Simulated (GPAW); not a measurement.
A run of GPAW 26.7.0:

File run.py:

```python
import numpy as np
from ase import Atoms
from ase.dft.bandgap import bandgap
from ase.io import write
from gpaw import GPAW, PW
from gpaw.response.df import DielectricFunction

atoms = Atoms(['W', 'W', 'S', 'S', 'S', 'S'],
              cell=[[3.18, 0.0, 0.0],
                    [-1.59, 2.753960784, 0.0],
                    [0.0, 0.0, 12.5]],
              scaled_positions=[[0.6666666667, 0.3333333333, 0.75],
                                [0.3333333333, 0.6666666667, 0.25],
                                [0.6666666667, 0.3333333333, 0.375],
                                [0.3333333333, 0.6666666667, 0.875],
                                [0.6666666667, 0.3333333333, 0.125],
                                [0.3333333333, 0.6666666667, 0.625]],
              pbc=True)

calc = GPAW(mode=PW(450),
            xc='LDA',
            kpts={'size': (8, 8, 2), 'gamma': True},
            occupations={'name': 'fermi-dirac', 'width': 0.001},
            nbands=46,
            convergence={'density': 1e-06},
            maxiter=150,
            txt='gpaw.txt')
atoms.calc = calc
energy = atoms.get_potential_energy()
calc.write('gs.gpw')
write('result.traj', atoms)
print(f'Energy: {energy:.6f} eV')
print('Fermi level:', round(calc.get_fermi_level(), 4), 'eV')
print(f'Gap: {bandgap(calc)[0]:.4f} eV, direct: {bandgap(calc, direct=True)[0]:.4f} eV')

for size in [(9, 9, 2), (13, 13, 3)]:
    name = 'x'.join(str(n) for n in size)
    dense = calc.fixed_density(kpts={'size': size, 'gamma': True},
                               nbands=80, convergence={'bands': 74, 'eigenstates': 1e-7},
                               update_fermi_level=True, txt=f'dense-{name}.txt')
    dense.write(f'{name}.gpw', mode='all')
    df = DielectricFunction(f'{name}.gpw', frequencies=np.array([0.0]), hilbert=False, eta=0.001,
                            ecut=80, nbands=74, intraband=False, txt=f'df-{name}.txt')
    for xc in ['RPA', 'LR0.3', 'LR0.1']:
        for direction in ['x', 'y', 'z', [0, 1, 1], [1, 0, 1], [1, 1, 0]]:
            e0, e = df.get_macroscopic_dielectric_constant(xc=xc, direction=direction)
            print(f'{name} {xc} {direction}: {e0:.4f} without, {e:.4f} with local fields')
```

Potentials or basis: the program's PAW data sets (release 1.2.1) made for this functional, pw.

The run is started by

```console
$ OMP_NUM_THREADS=1 python run.py
```

Hardware: 1 thread of Intel(R) Xeon(R) Platinum 8488C (Sapphire Rapids) (shared host).

Task: Estimate the wall time of this run.

Result: Wall time 6.3 min on 1 thread of Intel(R) Xeon(R) Platinum 8488C (Sapphire Rapids), with other jobs on the host, peak memory 0.67 GiB. Counts: scf iterations 52, plane waves 2432, bands 46, k points 20.
